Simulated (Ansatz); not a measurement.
# BN: what symmetry allows forces and stress to be

```yaml
crystal:
  lattice:
    - [0.00000, 3.59042, 2.24641]
    - [1.25431, 0.00000, 2.24641]
    - [1.25431, 3.59042, 0.00000]
  atoms:
    - { symbol: B, position: [0.98620, 0.98620, 0.01380] }
    - { symbol: N, position: [0.68050, 0.68050, 0.31950] }
```

These are results of DFT PBE, scalar-relativistic, plane waves, PAW (Ansatz 0.2.0), not measurements.

Plane waves to 420 eV, a k mesh through Γ of 12×12×12 on the computed 2-atom cell and Gaussian smearing (0.02 eV); no spin polarisation.

This distorted cell has space group Fmm2, with 4 operations.

Q: Without a calculation: in which directions can each atom feel a force?

A: A force must be left unchanged by every operation that keeps its atom in place, so it lies in the space that those operations leave fixed. Atoms that the group maps onto each other feel forces of one size.
```csv
atom,site symmetry,operations at the site,equivalent to atom,allowed force (Cartesian)
B1,mm2,4,1,"along (0.00, 0.00, 1.00)"
N2,mm2,4,2,"along (0.00, 0.00, 1.00)"
```

That leaves 2 independent force components of 6, tied by 1 condition that the forces sum to zero, so 1 remains. A relaxation in this cell that keeps the symmetry moves the atoms in these directions alone.

Q: And the stress tensor?

A: It must be invariant under the point group, which leaves 3 independent components: yz, xz, xy vanish.

Q: Do the computed values obey this?

A: Yes. Forces (eV/Å):
```
B1   0.000  0.000  4.657
N2   0.000  0.000 -4.657
```

Stress (GPa, compression positive, xx yy zz yz xz xy): -7.77 1.37 -11.04 0.00 0.00 0.00. The program imposes the same operations on density, forces and stress, so this confirms the analysis and is no independent test of the calculation.

The cell holds layers, and where no dispersion correction was added their binding is poorly described.

This form isn't the usual stable structure of the compound.